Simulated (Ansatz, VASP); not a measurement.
This is a calculation of Sn for VASP 6.6.1.

File INCAR:

```
SYSTEM = Sn
PREC = Accurate
ENCUT = 520
EDIFF = 1E-6
ISMEAR = -1
SIGMA = 0.02
LREAL = .FALSE.
LASPH = .TRUE.
NELM = 100
ALGO = Normal
ISIF = 2
LWAVE = .FALSE.
LCHARG = .FALSE.
GGA = PE
NBANDS = 21
```

Contents of KPOINTS:

```
regular mesh
0
G
  4 4 4
  0 0 0
```

POSCAR

```
Sn
1.0
   -2.9401404553      2.9401404553      1.5993019889
    2.9401404553     -2.9401404553      1.5993019889
    2.9401404553      2.9401404553     -1.5993019889
Sn
2
Direct
    0.0000000000      0.0000000000      0.0000000000
    0.7500000000      0.2500000000      0.5000000000
```

Potentials or basis: VASP PAW PBE potentials, release 64 (Sn_d).

Launch:

```console
$ cat potpaw_PBE.64/Sn_d/POTCAR > POTCAR
$ mpirun -np 1 vasp_std > vasp.out
```

**Question.** Set up the same calculation for Ansatz 0.2.0. Potentials there: all-electron LAPW, scalar-relativistic.

**Answer.** As run (the cutoff follows the program's own potentials):

input.yaml

```yaml
crystal:
  lattice:
    - [-2.9401404553, 2.9401404553, 1.5993019889]
    - [2.9401404553, -2.9401404553, 1.5993019889]
    - [2.9401404553, 2.9401404553, -1.5993019889]
  atoms:
    - { symbol: Sn, position: [0.0, 0.0, 0.0] }
    - { symbol: Sn, position: [0.75, 0.25, 0.5] }
kpoints:
  mp_grid: { grid: [4, 4, 4] }
scf:
  occupations: { method: fermi_dirac, width: 0.02 }
hamiltonian:
  xc: pbe
  pseudopotentials: { kind: all_electron, lapw: { basis_error: 0.003 } }
output:
  forces: true
  stress: true
  eigenvalues: true
```

Potentials or basis: all-electron LAPW, scalar-relativistic.

Run with:

```console
$ ansatz run input.yaml --threads 1 --pin off --max-ram 3072MiB --backend cpu --events-out ev --progress --plain --runs-dir out
```

Both were run:

|  | VASP | Ansatz | Ansatz less VASP |
| --- | --- | --- | --- |
| gap on the k mesh at the Fermi level (eV) | none | none | - |
| pressure (GPa) | 1.2 | 1.2 | +0.02 |
| largest component of the traceless stress (GPa) | 3.05 | 3.04 | -0.010 |

A gap of «none» marks a metal or a gap that the smearing closes. Ansatz ran all-electron here, so the differences hold the error of VASP's frozen core and of both bases.

Caveats: the k mesh is coarse (spacing up to 0.56 Å⁻¹), so the values aren't converged; the k mesh is thin for a metal, which can move the energy by tens of meV per atom (Ansatz).
